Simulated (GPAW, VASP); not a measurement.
This is a calculation of PbS (Galena) for GPAW 26.7.0 (ASE script). 

run.py

```python
from ase.dft.bandgap import bandgap
from ase.io import read, write
from ase.units import Bohr, GPa
from gpaw import GPAW, PW
from gpaw.elf import elf_from_dft_calculation

atoms = read('PbS.xyz')

calc = GPAW(mode=PW(600),
            xc='PBE',
            kpts={'size': (8, 8, 8), 'gamma': True},
            occupations={'name': 'methfessel-paxton', 'order': 0, 'width': 0.02},
            nbands=19,
            convergence={'density': 1e-05, 'energy': 1e-05},
            maxiter=150,
            txt='gpaw.txt')
atoms.calc = calc
energy = atoms.get_potential_energy()
forces = atoms.get_forces()
stress = atoms.get_stress()
calc.write('gs.gpw')
write('result.traj', atoms)
print(f'Energy: {energy:.6f} eV')
print('Forces (eV/A):')
print(forces.round(4))
print('Stress (GPa):', (stress / GPa).round(3))
print('Fermi level:', round(calc.get_fermi_level(), 4), 'eV')
print(f'Gap: {bandgap(calc)[0]:.4f} eV, direct: {bandgap(calc, direct=True)[0]:.4f} eV')

# fields on the real-space grid
write('density.cube', atoms, data=calc.get_pseudo_density() * Bohr**3)
write('potential.cube', atoms, data=calc.get_electrostatic_potential())
write('elf.cube', atoms, data=elf_from_dft_calculation(calc).data)
```

The input PbS.xyz:

```xyz
2
Lattice="0.0000000000 2.9657500000 2.9657500000 2.9657500000 0.0000000000 2.9657500000 2.9657500000 2.9657500000 0.0000000000" Properties=species:S:1:pos:R:3 pbc="T T T"
Pb     0.0000000000      0.0000000000      0.0000000000
S      2.9657500000      2.9657500000      2.9657500000
```

Potentials or basis: GPAW PAW data sets (gpaw-data 1.2.1), pw.

Run with:

```console
$ OMP_NUM_THREADS=1 python run.py
```

Problem. Translate it to VASP 6.6.1. Potentials or basis there: PBE PAW files Pb_d, S, 520 eV.

Solution. As run (cutoffs and basis follow the program's own potentials, and thresholds, step limits or extra output files can differ):

The input INCAR:

```
SYSTEM = PbS
  PREC = Accurate
  ENCUT = 520
  EDIFF = 1E-7
  ISMEAR = 0
  SIGMA = 0.02
  LREAL = .FALSE.
  LASPH = .TRUE.
  NELM = 100
  ALGO = Fast
  ISIF = 2
  LWAVE = .FALSE.
  LCHARG = .TRUE.
  GGA = PE
  LELF = .TRUE.
  LVHAR = .TRUE.
  NBANDS = 17
```

File KPOINTS:

```
Automatic mesh
0
G
  8 8 8
  0 0 0
```

Contents of POSCAR:

```
PbS
1.0
    0.0000000000      2.9657500000      2.9657500000
    2.9657500000      0.0000000000      2.9657500000
    2.9657500000      2.9657500000      0.0000000000
Pb S
1 1
Cartesian
    0.0000000000      0.0000000000      0.0000000000
    2.9657500000      2.9657500000      2.9657500000
```

Potentials or basis: VASP PAW PBE potentials, release 64 (Pb_d, S).

Run with:

```sh
$ cat potpaw_PBE.64/Pb_d/POTCAR potpaw_PBE.64/S/POTCAR > POTCAR
$ mpirun -np 1 vasp_std > vasp.out
```

Both were run:

|  | GPAW | VASP |
| --- | --- | --- |
| Pressure | 2.0 GPa | 2.2 GPa |

Pressure is positive in compression.
